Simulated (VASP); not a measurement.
# P (R-3m) in VASP: notebook

The runs below take P through relaxation of cell and atoms, vibrations by finite differences, with PBEsol+D3(BJ).

Everything below comes from runs of VASP 6.6.1. Logs are shortened: lines on timing, memory, paths and dates and some standing lists are left out, and cuts for length are marked.

## (1) Starting point

It takes space group R-3m (No. 166, trigonal). Conventional cell: a = 3.451 Å, b = 3.451 Å, c = 9.389 Å, α = 90.00°, β = 90.00°, γ = 120.00°. P (site symmetry 3m) has 3 P at 2.29 Å as nearest neighbours.

This isn't the form of P at room conditions, which is orthorhombic.

## (2) Relaxation of cell and atoms, PBEsol+D3(BJ), target pressure 6 GPa, at which the enthalpy is minimised

Contents of INCAR:

```
SYSTEM = P
PREC = Accurate
ENCUT = 520
EDIFF = 1E-7
ISMEAR = 0
SIGMA = 0.02
LREAL = .False.
LASPH = .True.
NELM = 100
ALGO = Fast
ISIF = 3
LWAVE = .False.
LCHARG = .False.
GGA = PS
IVDW = 12
IBRION = 2
NSW = 80
EDIFFG = -0.002
PSTRESS = 60.0
```

Contents of KPOINTS:

```
regular mesh
0
Gamma
  6 6 6
  0 0 0
```

Contents of POSCAR:

```
P
1.0
    1.7257251800      0.9963479000      3.1296800100
   -1.7257251800      0.9963479000      3.1296800100
    0.0000000000     -1.9926957900      3.1296800100
P
2
Direct
    0.2270802500      0.2270802500      0.2270802500
    0.7729197500      0.7729197500      0.7729197500
```

Potentials or basis: VASP PAW PBE potentials, release 64 (P).

On the command line:

```sh
$ cat potpaw_PBE.64/P/POTCAR > POTCAR
$ mpirun -np 1 vasp_std > vasp.out
```

OUTCAR:

```text
SYSTEM = P
   PREC = Accurate
   ENCUT = 520
   EDIFF = 1E-7
   ISMEAR = 0
   LREAL = .False.
   LASPH = .True.
   NELM = 100
   ISIF = 3
   GGA = PS
   IVDW = 12
   IBRION = 2
   NSW = 80
   EDIFFG = -0.002
   PSTRESS = 60.0
 IVDW          = 12

 ion  position               nearest neighbor table
   1  0.227  0.227  0.227-   2 2.29   2 2.29   2 2.29   2 2.82   2 2.82   2 2.82
   2  0.773  0.773  0.773-   1 2.29   1 2.29   1 2.29   1 2.82   1 2.82   1 2.82

  LATTYP: Found a trigonal (rhomboedric) cell.
 ALAT       =     3.7102201417
 COS(alpha) =     0.5673129373

  Lattice vectors:

 A1 = (   1.7257251800,   0.9963479000,   3.1296800100)
 A2 = (  -1.7257251800,   0.9963479000,   3.1296800100)
 A3 = (   0.0000000000,  -1.9926957900,   3.1296800100)

Analysis of symmetry for initial positions (statically):
=====================================================================
 Subroutine PRICEL returns:
 Original cell was already a primitive cell.

 Routine SETGRP: Setting up the symmetry group for a
 trigonal (rhombohedral) supercell.

 Subroutine GETGRP returns: Found 12 space group operations
 (whereof 12 operations were pure point group operations)
 out of a pool of 12 trial point group operations.

The static configuration has the point symmetry D_3d.

Analysis of symmetry for dynamics (positions and initial velocities):
=====================================================================
 Subroutine PRICEL returns:
 Original cell was already a primitive cell.

 Routine SETGRP: Setting up the symmetry group for a
 trigonal (rhombohedral) supercell.

 Subroutine GETGRP returns: Found 12 space group operations
 (whereof 12 operations were pure point group operations)
 out of a pool of 12 trial point group operations.

The dynamic configuration has the point symmetry D_3d.

 Subroutine INISYM returns: Found 12 space group operations
 (whereof 12 operations are pure point group operations),
 and found     1 'primitive' translations

----------------------------------------------------------------------------------------

                                     Primitive cell

  volume of cell :      32.2875

  direct lattice vectors                    reciprocal lattice vectors
     1.725725180  0.996347900  3.129680010     0.289733270  0.167277582  0.106507161
    -1.725725180  0.996347900  3.129680010    -0.289733270  0.167277582  0.106507161
     0.000000000 -1.992695790  3.129680010     0.000000000 -0.334555163  0.106507162

  length of vectors
     3.710220142  3.710220142  3.710220139     0.351099605  0.351099605  0.351099605

  position of ions in fractional coordinates (direct lattice)
     0.227080250  0.227080250  0.227080250
     0.772919750  0.772919750  0.772919750

  ion indices of the primitive-cell ions
   primitive index   ion index
                 1           1
                 2           2

----------------------------------------------------------------------------------------

 KPOINTS: regular mesh

Automatic generation of k-mesh.
 Grid dimensions read from file:
 generate k-points for:    6    6    6

 Generating k-lattice:

  Cartesian coordinates                     Fractional coordinates (reciprocal lattice)
     0.048288878  0.027879597  0.017751194     0.166666667  0.000000000  0.000000000
    -0.048288878  0.027879597  0.017751194     0.000000000  0.166666667  0.000000000
     0.000000000 -0.055759194  0.017751194     0.000000000  0.000000000  0.166666667

  Length of vectors
     0.058516601  0.058516601  0.058516601

  Shift w.r.t. Gamma in fractional coordinates (k-lattice)
     0.000000000  0.000000000  0.000000000

 Subroutine IBZKPT returns following result:
 ===========================================

 Found     32 irreducible k-points:

 Following reciprocal coordinates:
            Coordinates               Weight
  0.000000  0.000000  0.000000      1.000000
  0.166667  0.000000  0.000000      6.000000
  0.333333  0.000000 -0.000000      6.000000
  0.500000  0.000000  0.000000      3.000000
  0.166667  0.166667  0.000000      6.000000
  0.333333  0.166667  0.000000     12.000000
[... 16 lines left out ...]
  0.500000  0.500000  0.166667      6.000000
 -0.333333  0.500000  0.166667     12.000000
 [... further k-points ...]
   k-points           NKPTS =     32   k-points in BZ     NKDIM =     32   number of bands    NBANDS=      9
   number of dos      NEDOS =    301   number of ions     NIONS =      2
   total plane-waves  NPLWV =  21952
   dimension x,y,z NGX =    28 NGY =   28 NGZ =   28
   dimension x,y,z NGXF=    56 NGYF=   56 NGZF=   56
   ions per type =               2
   NGX,Y,Z   is equivalent  to a cutoff of  12.55, 12.55, 12.55 a.u.
   NGXF,Y,Z  is equivalent  to a cutoff of  25.09, 25.09, 25.09 a.u.
 SYSTEM =  P
   PREC   = accura    normal or accurate (medium, high low for compatibility)
   ISTART =      0    job   : 0-new  1-cont  2-samecut
   ICHARG =      2    charge: 1-file 2-atom 10-const
   ISPIN  =      1    spin polarized calculation?
   LNONCOLLINEAR =      F non collinear calculations
   LSORBIT =      F    spin-orbit coupling
   LASPH  =      T    aspherical Exc in radial PAW
   ENCUT  =  520.0 eV  38.22 Ry    6.18 a.u.   6.90  6.90  6.90*2*pi/ulx,y,z
   NELM   =    100;   NELMIN=  2; NELMDL= -5     # of ELM steps
   EDIFF  = 0.1E-06   stopping-criterion for ELM
   LREAL  =      F    real-space projection
   EDIFFG = -.2E-02   stopping-criterion for IOM
   NSW    =     80    number of steps for IOM
   IBRION =      2    ionic relax: 0-MD 1-quasi-New 2-CG
   NFREE  =      1    steps in history (QN), initial steepest desc. (CG)
   ISIF   =      3    stress and relaxation
   ISYM   =      2    0-nonsym 1-usesym 2-fastsym
   POTIM  = 0.5000    time-step for ionic-motion
   TEBEG  =    0.0;   TEEND  =   0.0 temperature during run
   PSTRESS=   60.0 pullay stress
   NELECT =      10.0000    total number of electrons
   NUPDOWN=      -1.0000    fix difference up-down
   EMIN   =  10.00;   EMAX   =-10.00  energy-range for DOS
   EFERMI =   0.00;   METHOD = LEGACY
   ISMEAR =     0;   SIGMA  =   0.02  broadening in eV -4-tet -1-fermi 0-gaus
   EFERMI_NEDOS =   21; number of points for ismear=-14 and -15
   IALGO  =     68    algorithm
   IMIX   =      4    mixing-type and parameters
     AMIX     =   0.40;   BMIX     =  1.00
     AMIX_MAG =   1.60;   BMIX_MAG =  1.00
  volume/ion in A,a.u.               =      16.14       108.94
  Fermi-wavevector in a.u.,A,eV,Ry     =   1.107636  2.093128 16.692396  1.226857
  Thomas-Fermi vector in A             =   2.244152
   LORBIT       =      0    0 simple, 1 ext, 2 COOP (PROOUT), +10 PAW based schemes
   GGA     = PS    functional components
   LHFCALC =     F    Hartree Fock is set to
   AEXX    =    0.0000 exact exchange contribution
   IVDW    =    12    specifies the selected vdW correction
   LEPSILON=     F    determine dielectric tensor
   LRPA    =     F    only Hartree local field effects (RPA)
 conjugate gradient relaxation of ions
 non-spin polarized calculation
 RMM-DIIS sequential band-by-band and
 Gauss-broadening in eV      SIGMA  =   0.02
  energy-cutoff  :      520.00
  volume of cell :       32.29
 maximum number of plane-waves:       883
   NGX = 13   NGY = 13   NGZ = 13

--------------------------------------- Ionic step        1  -------------------------------------------

 number of electron      10.0000000 magnetization

 Free energy of the ion-electron system (eV)
  ---------------------------------------------------
  ext. energy  EPLUGINS =         0.00000000
  ---------------------------------------------------
  free energy    TOTEN  =       -11.58533925 eV

  energy without entropy =      -11.58523437  energy(sigma->0) =      -11.58528681

 E-fermi :   8.9797     XC(G=0): -10.8758

 val. band max:        8.9067564664   @ k =   0.5000   0.5000   0.0000
 cond. band min:       8.9797001911   @ k =   0.3333   0.3333   0.3333
 fundamental gap:      0.0729437247
 Fermi energy:         8.9796854281

 k-point     1 :       0.0000    0.0000    0.0000
  band No.  band energies     occupation
      1      -7.6175      2.00000
      2       5.3057      2.00000
      3       5.7509      2.00000
      4       6.0369      2.00000
      5       6.0369      2.00000
      6      10.2417      0.00000
      7      11.5467      0.00000
      8      11.5467      0.00000
      9      14.6725      0.00000
[... 265 lines left out ...]
 k-point    24 :      -0.3333    0.5000    0.1667
  band No.  band energies     occupation
      1      -3.5819      2.00000
      2      -1.5076      2.00000
      3       1.2549      2.00000
      4       2.3090      2.00000
      5       6.2279      2.00000
      6      10.9483      0.00000
      7      11.9700      0.00000
      8      15.7665      0.00000
      9      16.0809      0.00000

 [... further k-points ...]

------------------------ aborting loop because EDIFF is reached ----------------------------------------

 Edisp (eV)   -0.70006

 E8    (eV) :    -0.4152

  FORCE on cell =-STRESS in cart. coord.  units (eV):
  Direction    XX          YY          ZZ          XY          YZ          ZX
  --------------------------------------------------------------------------------------
  -------------------------------------------------------------------------------------
  Total      -1.06866    -1.06866    -1.35680    -0.00000    -0.00000     0.00000
  in kB     -53.02932   -53.02932   -67.32759    -0.00000    -0.00000     0.00000
  external pressure =     -117.80 kB  Pullay stress =       60.00 kB
[... 101 lines left out ...]
  FREE ENERGIE OF THE ION-ELECTRON SYSTEM (eV)
  ---------------------------------------------------
  free  energy   TOTEN  =       -12.2908958476 eV

  energy  without entropy=      -12.2907796953  energy(sigma->0) =      -12.29083777

  enthalpy is  TOTEN    =       -11.2167249009 eV   P V=        1.0741709467

[... ionic steps 4 to 11 ...]

--------------------------------------- Ionic step       12  -------------------------------------------

 number of electron      10.0000000 magnetization

------------------------ aborting loop because EDIFF is reached ----------------------------------------

 Edisp (eV)   -0.82765

 E8    (eV) :    -0.4911
[... 73 lines left out ...]
  enthalpy is  TOTEN    =       -11.2961521525 eV   P V=        1.0261542645

--------------------------------------- Ionic step       14  -------------------------------------------

 number of electron      10.0000000 magnetization

 Free energy of the ion-electron system (eV)
  ---------------------------------------------------
  ext. energy  EPLUGINS =         0.00000000
  ---------------------------------------------------
  free energy    TOTEN  =       -11.49479074 eV

  energy without entropy =      -11.49462429  energy(sigma->0) =      -11.49470751

 E-fermi :  11.0514     XC(G=0): -11.6219

 val. band max:       11.0418697971   @ k =   0.3333   0.3333   0.3333
 cond. band min:      11.1668375541   @ k =  -0.3333   0.1667  -0.0000
 fundamental gap:      0.1249677570
 Fermi energy:        11.0514085216

 k-point     1 :       0.0000    0.0000    0.0000
  band No.  band energies     occupation
      1      -6.7648      2.00000
      2       7.9900      2.00000
      3       8.2324      2.00000
      4       8.2324      2.00000
      5       9.4577      2.00000
      6      13.3911      0.00000
      7      14.4036      0.00000
      8      14.4036      0.00000
      9      16.4821      0.00000
[... 265 lines left out ...]
 k-point    24 :      -0.3333    0.5000    0.1667
  band No.  band energies     occupation
      1      -1.6144      2.00000
      2       0.3774      2.00000
      3       2.1261      2.00000
      4       3.5104      2.00000
      5       8.4929      2.00000
      6      13.3315      0.00000
      7      14.2074      0.00000
      8      18.9513      0.00000
      9      19.6496      0.00000

 [... further k-points ...]

------------------------ aborting loop because EDIFF is reached ----------------------------------------

 Edisp (eV)   -0.82761

 E8    (eV) :    -0.4911

  FORCE on cell =-STRESS in cart. coord.  units (eV):
  Direction    XX          YY          ZZ          XY          YZ          ZX
  --------------------------------------------------------------------------------------
  -------------------------------------------------------------------------------------
  Total       1.02521     1.02521     1.02463     0.00000     0.00000     0.00000
  in kB      59.93914    59.93914    59.90547     0.00000     0.00000     0.00000
  external pressure =       -0.07 kB  Pullay stress =       60.00 kB
[... 17 lines left out ...]
  FREE ENERGIE OF THE ION-ELECTRON SYSTEM (eV)
  ---------------------------------------------------
  free  energy   TOTEN  =       -12.3223984893 eV

  energy  without entropy=      -12.3222320434  energy(sigma->0) =      -12.32231527

  enthalpy is  TOTEN    =       -11.2961525196 eV   P V=        1.0262459697

 reached required accuracy - stopping structural energy minimisation
```

Run time: 72 s. Hardware: 1 thread of Intel Xeon Platinum 8488C (Sapphire Rapids), shared host; peak memory 0.16 GiB.

What came out:

```yaml
Free_energy: -12.3224 eV
Relaxed_volume: 13.70 Å³/atom
Relaxed_cell: a = 3.435 Å, b = 3.435 Å, c = 3.435 Å, α = 58.08°, β = 58.08°, γ = 58.08°
Space_group_after_relaxing_to_0.05_Å: R-3m (No. 166)
Energy_change_on_relaxing_the_enthalpy_is_what_falls: -18.5 meV/atom
Ionic_steps: 14
Pressure_after_relaxing: 6.0 GPa
Band_gap_on_the_k_mesh: none (metal or under the smearing width)
Dispersion_energy_per_atom: -0.414 eV
```

The path:
```
step  energy change (eV)  largest force (eV/Å)  pressure (GPa)  volume (Å³)
   1              0.0000                0.0166           -5.78        32.29
   2              0.0892                1.2957           14.45        27.05
   3             -0.0055                0.7549            5.19        28.68
   4              0.0009                0.8100            6.07        28.49
   5             -0.0228                0.4880            7.08        27.65
   6             -0.0028                0.0172            9.73        26.70
   7             -0.0143                0.1697            9.04        26.96
   8             -0.0509                0.2502            2.25        28.02
   9             -0.0372                0.0266            5.91        27.42
  10             -0.0374                0.0025            5.96        27.41
  11             -0.0374                0.0045            5.97        27.41
  12             -0.0369                0.0028            6.01        27.40
  13             -0.0369                0.0028            6.01        27.40
  14             -0.0370                0.0014            5.99        27.40
```

Final structure:
```
P
1.0
     1.66753    0.96275    2.84493
    -1.66753    0.96275    2.84493
     0.00000   -1.92550    2.84493
P
2
Cartesian
  0.0000 0.0000 2.0080
  0.0000 0.0000 6.5268
```

Levels at points of the mesh, in eV from the Fermi level:
```
           k point  band 3  band 4  band 5  band 6  band 7  band 8
(0.00, 0.00, 0.00)   -2.82   -2.82   -1.59    2.34    3.35    3.35
(0.50, 0.00, 0.00)   -3.35   -2.98   -1.29   -0.53    0.63    1.01
(0.50, 0.50, 0.00)   -7.50   -6.18   -6.05   -0.36    7.81    8.43
(0.50, 0.50, 0.50)   -2.67   -2.67   -0.93   -0.93    0.84    2.30
```

Caveat: the k mesh is coarse (spacing up to 0.37 Å⁻¹), so the values aren't converged; the cell is relaxed towards a set pressure, so the enthalpy falls and the energy may rise; the volume moved by over 15 % at a fixed basis, so the end points are rough; the PAW data sets were made with another functional, which shifts forces and pressure a little; pairwise dispersion overbinds metals, which lowers pressure and volume.

## (3) Relaxation of cell and atoms, PBEsol+D3(BJ), target pressure 6 GPa, at which the enthalpy is minimised

This run uses another cell than the first one, of 13.70 Å³/atom, 0.849 times its volume.

INCAR is that of step 2.

KPOINTS is that of step 2.

Contents of POSCAR:

```
P                                       
1.0
    1.6675315350      0.9627497834      2.8449331282
   -1.6675315350      0.9627497834      2.8449331282
    0.0000000000     -1.9254995563      2.8449331280
  P             
     2
Direct
     0.2352776685055843    0.2352776685055843    0.2352776685057218
     0.7647223314944155    0.7647223314944155    0.7647223314942782
```

Potentials or basis: VASP PAW PBE potentials, release 64 (P).

On the command line:

```sh
$ cat potpaw_PBE.64/P/POTCAR > POTCAR
$ mpirun -np 1 vasp_std > vasp.out
```

Wall time 18 s (1 thread of Intel Xeon Platinum 8488C (Sapphire Rapids), shared host); peak memory 0.16 GiB.

Results (log left out):

| Property | Result |
| --- | --- |
| Free energy | -12.3212 eV |
| Relaxed volume | 13.70 Å³/atom |
| Relaxed cell | a = 3.435 Å, b = 3.435 Å, c = 3.435 Å, α = 58.08°, β = 58.08°, γ = 58.08° |
| Space group after relaxing (to 0.05 Å) | R-3m (No. 166) |
| Energy change on relaxing (the enthalpy is what falls) | +0.1 meV/atom |
| Ionic steps | 3 |
| Pressure after relaxing | 6.0 GPa |
| Band gap on the k mesh | none (metal or under the smearing width) |
| Dispersion energy per atom | -0.414 eV |

Step by step:
| step | energy change (eV) | largest force (eV/Å) | pressure (GPa) | volume (Å³) |
| --- | --- | --- | --- | --- |
| 1 | 0.0000 | 0.0007 | 5.98 | 27.40 |
| 2 | 0.0003 | 0.0020 | 6.02 | 27.40 |
| 3 | 0.0001 | 0.0007 | 6.00 | 27.40 |

Final structure:
```xyz
2
Lattice="1.6675 0.9627 2.8447 -1.6675 0.9627 2.8447 0.0000 -1.9254 2.8447" Properties=species:S:1:pos:R:3 pbc="T T T"
P     0.0000    0.0000    2.0079
P     0.0000    0.0000    6.5263
```

Levels at points of the mesh, in eV from the Fermi level:
```
           k point  band 1  band 2  band 3  band 4  band 5  band 6  band 7  band 8  band 9
(0.00, 0.00, 0.00)  -17.82   -3.06   -2.82   -2.82   -1.59    2.34    3.35    3.35    5.43
(0.50, 0.00, 0.00)  -13.67  -12.96   -3.35   -2.98   -1.29   -0.53    0.63    1.01   10.50
(0.50, 0.50, 0.00)  -13.21  -10.29   -7.50   -6.18   -6.05   -0.36    7.81    8.44    9.07
(0.50, 0.50, 0.50)  -14.61  -12.42   -2.67   -2.67   -0.93   -0.93    0.84    2.30   10.42
```

Caveat: the k mesh is coarse (spacing up to 0.38 Å⁻¹), so the values aren't converged; the cell is relaxed towards a set pressure, so the enthalpy falls and the energy may rise; the PAW data sets were made with another functional, which shifts forces and pressure a little; pairwise dispersion overbinds metals, which lowers pressure and volume.

## (4) Vibrations by finite differences, PBEsol+D3(BJ)

This run uses another cell than the first one, of 13.70 Å³/atom, 0.849 times its volume.

Contents of INCAR:

```
SYSTEM = P
PREC     = Accurate       ! precision mode
ENCUT    = 520            ! plane-wave cutoff, eV
EDIFF    = 1E-8           ! SCF threshold, eV
ISMEAR   = 0              ! smearing method
SIGMA    = 0.02           ! smearing width, eV
LREAL    = .False.        ! projectors in reciprocal space
LASPH    = .True.         ! aspherical terms in the spheres
NELM     = 100            ! most SCF steps
ALGO     = Fast           ! electronic algorithm
ISIF     = 2              ! what is computed and relaxed
LWAVE    = .False.        ! write WAVECAR
LCHARG   = .False.        ! write CHGCAR
GGA      = PS             ! functional
IVDW     = 12             ! dispersion correction
NBANDS   = 12             ! bands
IBRION   = 6              ! ionic algorithm
NFREE    = 2            
POTIM    = 0.015          ! step
NSW      = 1              ! ionic steps
```

KPOINTS is that of step 3.

Contents of POSCAR:

```
P                                       
1.0
    1.6674816842      0.9627210021      2.8447160021
   -1.6674816842      0.9627210021      2.8447160021
   -0.0000000000     -1.9254419935      2.8447160018
  P             
     2
Direct
     0.2352756674032395    0.2352756674032395    0.2352756674033818
     0.7647243325967605    0.7647243325967605    0.7647243325966181
```

On the command line:

```sh
$ cat potpaw_PBE.64/P/POTCAR > POTCAR
$ mpirun -np 1 vasp_std > vasp.out
```

Run time: 60 s. Hardware: 1 thread of Intel Xeon Platinum 8488C (Sapphire Rapids), shared host; peak memory 0.19 GiB.

The run converged. Its results:

```yaml
Highest_phonon_frequency_at_Γ: 408 cm⁻¹
Dispersion_energy_per_atom: -0.414 eV
```

Phonon frequencies in cm⁻¹ (negative: imaginary):
```csv
q point,frequencies
"(0.000, 0.000, 0.000)",0 0 0 307 307 408
```

Caveat: the k mesh is coarse (spacing up to 0.38 Å⁻¹), so the values aren't converged; the PAW data sets were made with another functional, which shifts forces and pressure a little; pairwise dispersion overbinds metals, which lowers pressure and volume.
